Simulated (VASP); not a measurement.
# Zn (P6_3/mmc) in VASP: a series of runs

The runs below take Zn through single point, relaxation of cell and atoms, with PBE.

Program: VASP 6.6.1. These are calculated values, not measurements. Logs are shortened: lines on timing, memory, paths and dates and some standing lists are left out, and cuts for length are marked.

## (1) The structure

Symmetry: P6_3/mmc, No. 194, hexagonal system. Conventional cell: a = 2.635 Å, b = 2.635 Å, c = 5.095 Å, α = 90.00°, β = 90.00°, γ = 120.00°. Zn (site symmetry -6m2) is surrounded by 12 Zn at 2.64 to 2.97 Å.

## (2) Single point, PBE

INCAR

```
SYSTEM = Zn
PREC = Accurate
ENCUT = 520
EDIFF = 1E-6
ISMEAR = 0
SIGMA = 0.1
LREAL = .False.
LASPH = .True.
NELM = 100
ALGO = Fast
ISIF = 2
LWAVE = .False.
LCHARG = .True.
GGA = PE
LELF = .True.
LVHAR = .True.
NBANDS = 19
```

KPOINTS

```
regular mesh
0
Gamma
  18 18 10
  0 0 0
```

POSCAR

```
Zn
1.0
    2.6350534427      0.0000000000      0.0000000000
   -1.3175267214      2.2820232217      0.0000000000
    0.0000000000      0.0000000000      5.0951397240
Zn
2
Direct
    0.3333333333      0.6666666667      0.2500000000
    0.6666666667      0.3333333333      0.7500000000
```

Potentials or basis: VASP PAW PBE potentials, release 64 (Zn).

Started as:

```console
cat potpaw_PBE.64/Zn/POTCAR > POTCAR
mpirun -np 1 vasp_std > vasp.out
```

OUTCAR:

```text
SYSTEM = Zn
   PREC = Accurate
   ENCUT = 520
   EDIFF = 1E-6
   ISMEAR = 0
   LREAL = .False.
   LASPH = .True.
   NELM = 100
   ISIF = 2
   GGA = PE

 ion  position               nearest neighbor table
   1  0.333  0.667  0.250-   2 2.97   2 2.97   2 2.97   2 2.97   2 2.97   2 2.97
   2  0.667  0.333  0.750-   1 2.97   1 2.97   1 2.97   1 2.97   1 2.97   1 2.97

  LATTYP: Found a hexagonal cell.
 ALAT       =     2.6350534427
 C/A-ratio  =     1.9336001469

  Lattice vectors:

 A1 = (   2.6350534427,   0.0000000000,   0.0000000000)
 A2 = (  -1.3175267214,   2.2820232217,   0.0000000000)
 A3 = (   0.0000000000,   0.0000000000,   5.0951397240)

Analysis of symmetry for initial positions (statically):
=====================================================================
 Subroutine PRICEL returns:
 Original cell was already a primitive cell.

 Routine SETGRP: Setting up the symmetry group for a
 hexagonal supercell.

 Subroutine GETGRP returns: Found 24 space group operations
 (whereof 12 operations were pure point group operations)
 out of a pool of 24 trial point group operations.

The static configuration has the point symmetry D_3d.
 The point group associated with its full space group is D_6h.

Analysis of symmetry for dynamics (positions and initial velocities):
=====================================================================
 Subroutine PRICEL returns:
 Original cell was already a primitive cell.

 Routine SETGRP: Setting up the symmetry group for a
 hexagonal supercell.

 Subroutine GETGRP returns: Found 24 space group operations
 (whereof 12 operations were pure point group operations)
 out of a pool of 24 trial point group operations.

The dynamic configuration has the point symmetry D_3d.
 The point group associated with its full space group is D_6h.

 Subroutine INISYM returns: Found 24 space group operations
 (whereof 12 operations are pure point group operations),
 and found     1 'primitive' translations

----------------------------------------------------------------------------------------

                                     Primitive cell

  volume of cell :      30.6384

  direct lattice vectors                    reciprocal lattice vectors
     2.635053443  0.000000000  0.000000000     0.379498944  0.219103818  0.000000000
    -1.317526721  2.282023222  0.000000000     0.000000000  0.438207635  0.000000000
     0.000000000  0.000000000  5.095139724     0.000000000  0.000000000  0.196265471

  length of vectors
     2.635053443  2.635053443  5.095139724     0.438207635  0.438207635  0.196265471

  position of ions in fractional coordinates (direct lattice)
     0.333333333  0.666666667  0.250000000
     0.666666667  0.333333333  0.750000000

  ion indices of the primitive-cell ions
   primitive index   ion index
                 1           1
                 2           2

----------------------------------------------------------------------------------------

 KPOINTS: regular mesh

Automatic generation of k-mesh.
 Grid dimensions read from file:
 generate k-points for:   18   18   10

 Generating k-lattice:

  Cartesian coordinates                     Fractional coordinates (reciprocal lattice)
     0.021083275  0.012172434  0.000000000     0.055555556  0.000000000  0.000000000
     0.000000000  0.024344869  0.000000000     0.000000000  0.055555556  0.000000000
     0.000000000  0.000000000  0.019626547     0.000000000  0.000000000  0.100000000

  Length of vectors
     0.024344869  0.024344869  0.019626547

  Shift w.r.t. Gamma in fractional coordinates (k-lattice)
     0.000000000  0.000000000  0.000000000

 Subroutine IBZKPT returns following result:
 ===========================================

 Found    222 irreducible k-points:

 Following reciprocal coordinates:
            Coordinates               Weight
  0.000000  0.000000  0.000000      1.000000
  0.055556  0.000000  0.000000      6.000000
  0.111111  0.000000  0.000000      6.000000
  0.166667  0.000000  0.000000      6.000000
  0.222222 -0.000000  0.000000      6.000000
  0.277778 -0.000000  0.000000      6.000000
[... 16 lines left out ...]
  0.333333  0.111111  0.000000     12.000000
  0.388889  0.111111  0.000000     12.000000
 [... further k-points ...]
   k-points           NKPTS =    222   k-points in BZ     NKDIM =    222   number of bands    NBANDS=     19
   number of dos      NEDOS =    301   number of ions     NIONS =      2
   total plane-waves  NPLWV =  16000
   dimension x,y,z NGX =    20 NGY =   20 NGZ =   40
   dimension x,y,z NGXF=    40 NGYF=   40 NGZF=   80
   ions per type =               2
   NGX,Y,Z   is equivalent  to a cutoff of  12.62, 12.62, 13.05 a.u.
   NGXF,Y,Z  is equivalent  to a cutoff of  25.24, 25.24, 26.10 a.u.
 SYSTEM =  Zn
   PREC   = accura    normal or accurate (medium, high low for compatibility)
   ISTART =      0    job   : 0-new  1-cont  2-samecut
   ICHARG =      2    charge: 1-file 2-atom 10-const
   ISPIN  =      1    spin polarized calculation?
   LNONCOLLINEAR =      F non collinear calculations
   LSORBIT =      F    spin-orbit coupling
   LASPH  =      T    aspherical Exc in radial PAW
   ENCUT  =  520.0 eV  38.22 Ry    6.18 a.u.   4.90  4.90  9.47*2*pi/ulx,y,z
   NELM   =    100;   NELMIN=  2; NELMDL= -5     # of ELM steps
   EDIFF  = 0.1E-05   stopping-criterion for ELM
   LREAL  =      F    real-space projection
   EDIFFG = 0.1E-04   stopping-criterion for IOM
   NSW    =      0    number of steps for IOM
   IBRION =     -1    ionic relax: 0-MD 1-quasi-New 2-CG
   NFREE  =      0    steps in history (QN), initial steepest desc. (CG)
   ISIF   =      2    stress and relaxation
   ISYM   =      2    0-nonsym 1-usesym 2-fastsym
   POTIM  = 0.5000    time-step for ionic-motion
   TEBEG  =    0.0;   TEEND  =   0.0 temperature during run
   PSTRESS=    0.0 pullay stress
   NELECT =      24.0000    total number of electrons
   NUPDOWN=      -1.0000    fix difference up-down
   EMIN   =  10.00;   EMAX   =-10.00  energy-range for DOS
   EFERMI =   0.00;   METHOD = LEGACY
   ISMEAR =     0;   SIGMA  =   0.10  broadening in eV -4-tet -1-fermi 0-gaus
   EFERMI_NEDOS =   21; number of points for ismear=-14 and -15
   IALGO  =     68    algorithm
   IMIX   =      4    mixing-type and parameters
     AMIX     =   0.40;   BMIX     =  1.00
     AMIX_MAG =   1.60;   BMIX_MAG =  1.00
  volume/ion in A,a.u.               =      15.32       103.38
  Fermi-wavevector in a.u.,A,eV,Ry     =   1.509119  2.851821 30.986440  2.277439
  Thomas-Fermi vector in A             =   2.619483
   LORBIT       =      0    0 simple, 1 ext, 2 COOP (PROOUT), +10 PAW based schemes
   GGA     = PE    functional components
   LHFCALC =     F    Hartree Fock is set to
   AEXX    =    0.0000 exact exchange contribution
   IVDW    =     0    specifies the selected vdW correction
   LEPSILON=     F    determine dielectric tensor
   LRPA    =     F    only Hartree local field effects (RPA)
 non-spin polarized calculation
 RMM-DIIS sequential band-by-band and
 Gauss-broadening in eV      SIGMA  =   0.10
  energy-cutoff  :      520.00
  volume of cell :       30.64
 maximum number of plane-waves:       849
 NGX is ok and might be reduce to    20
   NGX =  9   NGY =  9   NGZ = 19

 number of electron      24.0000002 magnetization

 Free energy of the ion-electron system (eV)
  ---------------------------------------------------
  ext. energy  EPLUGINS =         0.00000000
  ---------------------------------------------------
  free energy    TOTEN  =        -2.22326581 eV

  energy without entropy =       -2.22171320  energy(sigma->0) =       -2.22248951

 E-fermi :   3.0176     XC(G=0): -11.5032

 val. band max:        2.9911460699   @ k =   0.3333   0.2222   0.3000
 cond. band min:       3.0456675272   @ k =   0.2778   0.2778   0.3000
 fundamental gap:      0.0545214574
 Fermi energy:         3.0175583539

 k-point     1 :       0.0000    0.0000    0.0000
  band No.  band energies     occupation
      1      -7.3012      2.00000
      2      -5.6183      2.00000
      3      -4.9075      2.00000
      4      -4.6357      2.00000
      5      -4.6357      2.00000
      6      -4.5956      2.00000
[... 11 lines left out ...]
     18      22.7657      0.00000
     19      22.7925      0.00000

 k-point     2 :       0.0556    0.0000    0.0000
  band No.  band energies     occupation
      1      -7.2069      2.00000
      2      -5.5740      2.00000
      3      -4.8959      2.00000
      4      -4.6469      2.00000
      5      -4.6131      2.00000
      6      -4.6067      2.00000
[... 11 lines left out ...]
     18      21.7340      0.00000
     19      23.6351      0.00000

 k-point     3 :       0.1111    0.0000    0.0000
  band No.  band energies     occupation
      1      -6.9278      2.00000
      2      -5.4529      2.00000
      3      -4.8662      2.00000
      4      -4.6742      2.00000
      5      -4.6308      2.00000
      6      -4.5474      2.00000
[... 11 lines left out ...]
     18      20.8786      0.00000
     19      22.1809      0.00000

 k-point     4 :       0.1667    0.0000    0.0000
  band No.  band energies     occupation
      1      -6.4796      2.00000
      2      -5.2961      2.00000
      3      -4.8347      2.00000
      4      -4.7060      2.00000
      5      -4.6218      2.00000
      6      -4.4792      2.00000
[... 407 lines left out ...]
     18      16.8018      0.00000
     19      18.1283      0.00000

 k-point    23 :       0.3333    0.1111    0.0000
  band No.  band energies     occupation
      1      -5.2338      2.00000
      2      -5.1528      2.00000
      3      -5.0181      2.00000
      4      -4.6296      2.00000
      5      -4.5267      2.00000
      6      -4.4408      2.00000
[... 11 lines left out ...]
     18      16.3177      0.00000
     19      17.7990      0.00000

 k-point    24 :       0.3889    0.1111    0.0000
  band No.  band energies     occupation
      1      -5.2760      2.00000
      2      -5.1857      2.00000
      3      -5.0633      2.00000
      4      -4.6566      2.00000
      5      -4.4736      2.00000
      6      -4.4723      2.00000
[... 11 lines left out ...]
     18      16.0178      0.00000
     19      17.5730      0.00000

 [... further k-points ...]

------------------------ aborting loop because EDIFF is reached ----------------------------------------

  FORCE on cell =-STRESS in cart. coord.  units (eV):
  Direction    XX          YY          ZZ          XY          YZ          ZX
  --------------------------------------------------------------------------------------
  -------------------------------------------------------------------------------------
  Total        0.1623500      0.1623500      0.1057024     -0.0000000      0.0000000      0.0000000
  in kB        8.4897975      8.4897975      5.5275161     -0.0000000      0.0000000      0.0000000
  external PRESSURE =       7.5023704 kB  Pullay stress =       0.0000000 kB

 VOLUME and BASIS-vectors are now :
 -----------------------------------------------------------------------------
  energy-cutoff  :      520.00
  volume of cell :       30.64
      direct lattice vectors                 reciprocal lattice vectors
     2.635053443  0.000000000  0.000000000     0.379498944  0.219103818  0.000000000
    -1.317526721  2.282023222  0.000000000     0.000000000  0.438207635  0.000000000
     0.000000000  0.000000000  5.095139724     0.000000000  0.000000000  0.196265471

 POSITION                                       TOTAL-FORCE (eV/Angst)
 -----------------------------------------------------------------------------------
     -0.00000      1.52135      1.27378        -0.000000      0.000000      0.000000
      1.31753      0.76067      3.82135         0.000000      0.000000      0.000000
 -----------------------------------------------------------------------------------
    total drift:                               -0.000000      0.000000      0.000000

  FREE ENERGIE OF THE ION-ELECTRON SYSTEM (eV)
  ---------------------------------------------------
  free  energy   TOTEN  =        -2.2232658104 eV

  energy  without entropy=       -2.2217132029  energy(sigma->0) =       -2.22248951
```

Wall time 66 s (1 thread of Intel Xeon Platinum 8488C (Sapphire Rapids), shared host); peak memory 0.21 GiB.

Results:

```
Free energy            : -2.2233 eV
Pressure               : 0.8 GPa
Band gap on the k mesh : none (metal or under the smearing width)
```

## (3) Relaxation of cell and atoms, PBE

This run uses another cell than the first one, of 15.12 Å³/atom, 0.987 times its volume.

INCAR

```
ALGO = Fast
EDIFF = 1E-6
EDIFFG = -0.005
ENCUT = 600
GGA = PE
IBRION = 2
ISIF = 3
ISMEAR = 0
LASPH = T
LCHARG = F
LREAL = F
LWAVE = F
NELM = 100
NSW = 100
PREC = Accurate
SIGMA = 0.1
```

KPOINTS

```
k-points
0
Gamma
  18 18 10
```

POSCAR

```
Zn
1.0
    2.8044709605      0.0000000000      0.0000000000
   -1.4022354803      2.4287430960      0.0000000000
    0.0000000000      0.0000000000      4.4381907708
Zn
2
Direct
    0.3333333333      0.6666666667      0.2500000000
    0.6666666667      0.3333333333      0.7500000000
```

Potentials or basis: VASP PAW PBE potentials, release 64 (Zn).

Started as:

```console
cat potpaw_PBE.64/Zn/POTCAR > POTCAR
mpirun -np 1 vasp_std > vasp.out
```

Wall time 19 min (1 thread of Intel Xeon Platinum 8488C (Sapphire Rapids), shared host); peak memory 0.27 GiB.

Results (log left out):

| Item | Value |
| --- | --- |
| Free energy | -2.2230 eV |
| Relaxed volume | 15.37 Å³/atom |
| Relaxed cell | a = 2.640 Å, b = 2.640 Å, c = 5.095 Å, α = 90.00°, β = 90.00°, γ = 120.00° |
| Space group after relaxing (to 0.05 Å) | P6_3/mmc (No. 194) |
| Energy gained by relaxing | 19.4 meV/atom |
| Ionic steps | 39 |
| Pressure after relaxing | 0.0 GPa |
| Band gap on the k mesh | none (metal or under the smearing width) |

The path:
```csv
step,energy change (eV),largest force (eV/Å),pressure (GPa),volume (Å³)
1,0.0000,0.0000,-1.03,30.23
2,-0.0006,0.0000,0.17,29.81
3,-0.0006,0.0000,0.00,30.00
4,-0.0006,0.0000,0.29,29.82
5,-0.0007,0.0000,0.18,29.91
6,-0.0012,0.0000,0.03,29.89
7,-0.0030,0.0000,0.05,29.85
8,-0.0058,0.0000,0.14,29.74
9,-0.0117,0.0000,1.46,29.48
10,-0.0023,0.0000,6.01,28.80
11,-0.0131,0.0000,2.08,29.39
12,-0.0191,0.0000,3.58,29.12
13,-0.0153,0.0000,4.83,28.97
14,-0.0189,0.0000,3.98,29.08
15,-0.0190,0.0000,3.81,29.08
16,-0.0192,0.0000,3.99,29.09
17,-0.0195,0.0000,4.16,29.09
18,-0.0195,0.0000,4.08,29.10
19,-0.0196,0.0000,3.96,29.10
20,-0.0199,0.0000,4.09,29.11
21,-0.0208,0.0000,4.06,29.15
22,-0.0226,0.0000,3.68,29.22
23,-0.0257,0.0000,3.20,29.37
24,-0.0308,0.0000,2.46,29.67
25,-0.0361,0.0000,0.58,30.27
26,-0.0366,0.0000,0.15,30.46
27,-0.0366,0.0000,0.19,30.52
28,-0.0364,0.0000,-0.31,30.65
29,-0.0365,0.0000,-0.15,30.57
30,-0.0368,0.0000,0.21,30.58
31,-0.0375,0.0000,-0.15,30.63
32,-0.0385,0.0000,-0.15,30.73
33,-0.0380,0.0000,0.00,30.92
34,-0.0387,0.0000,-0.12,30.80
35,-0.0387,0.0000,-0.18,30.76
36,-0.0386,0.0000,0.20,30.64
37,-0.0387,0.0000,0.28,30.70
38,-0.0387,0.0000,0.12,30.74
39,-0.0387,0.0000,0.01,30.74
```

Final structure:
```xyz
2
Lattice="2.6396 0.0000 0.0000 -1.3198 2.2860 0.0000 0.0000 0.0000 5.0951" Properties=species:S:1:pos:R:3 pbc="T T T"
Zn    0.0000    1.5240    1.2738
Zn    1.3198    0.7620    3.8213
```

Levels at points of the mesh, in eV from the Fermi level:
| k point | band 10 | band 11 | band 12 | band 13 | band 14 | band 15 |
| --- | --- | --- | --- | --- | --- | --- |
| (0.00, 0.00, 0.00) | -7.06 | -7.06 | -3.71 | -3.45 | 12.29 | 16.11 |
| (0.50, 0.00, 0.00) | -6.84 | -2.64 | -1.94 | 2.39 | 3.59 | 3.86 |
| (0.00, 0.00, 0.50) | -7.14 | -7.14 | -7.14 | 3.88 | 3.88 | 19.32 |
| (0.50, 0.00, 0.50) | -6.84 | -1.74 | -1.74 | 0.28 | 0.28 | 9.62 |

## (4) Single point, PBE

This run uses another cell than the first one, of 15.12 Å³/atom, 0.987 times its volume.

INCAR

```
SYSTEM = Zn
  PREC = Accurate
  ENCUT = 520
  EDIFF = 1E-6
  ISMEAR = 0
  SIGMA = 0.1
  LREAL = .FALSE.
  LASPH = .TRUE.
  NELM = 100
  ALGO = Fast
  ISIF = 2
  LWAVE = .FALSE.
  LCHARG = .TRUE.
  GGA = PE
  LELF = .TRUE.
  LVHAR = .TRUE.
  NBANDS = 19
```

KPOINTS

```
Automatic mesh
0
G
  9 9 4
  0 0 0
```

POSCAR is that of step 3.

Started as:

```console
cat potpaw_PBE.64/Zn/POTCAR > POTCAR
mpirun -np 1 vasp_std > vasp.out
```

It took 14 s on 1 thread of Intel Xeon Platinum 8488C (Sapphire Rapids), shared host; peak memory 0.15 GiB.

Results (log left out):

| Quantity | Value |
| --- | --- |
| Free energy | -2.1770 eV |
| Pressure | -0.3 GPa |
| Band gap on the k mesh | none (metal or under the smearing width) |

Stress tensor (GPa, compression positive):
```
-0.85  0.00  0.00
 0.00 -0.85  0.00
 0.00  0.00  0.73
```

Levels at points of the mesh, in eV from the Fermi level:
| k point | band 10 | band 11 | band 12 | band 13 | band 14 | band 15 |
| --- | --- | --- | --- | --- | --- | --- |
| (0.00, 0.00, 0.00) | -7.18 | -7.18 | -2.87 | -1.11 | 14.25 | 14.25 |
| (0.00, 0.00, 0.50) | -7.30 | -7.30 | -7.30 | 7.89 | 7.89 | 15.94 |

## (5) The runs side by side

```tsv
task	cell	k mesh	cutoff (eV)	gap on the mesh (eV)	pressure (GPa)
single point	P6_3/mmc, 15.32 Å³/atom	18 × 18 × 10	520	none	0.8
relaxation of cell and atoms	relaxed	18 × 18 × 10	600	none	0.0
single point	P6_3/mmc, 15.12 Å³/atom	9 × 9 × 4	520	none	-0.3
```

Alike in all rows: level PBE; potentials or basis VASP PAW PBE potentials, release 64 (Zn); no spin polarisation; smearing gaussian 0.1 eV.

Absolute energies hang on the potentials; compare differences alone.
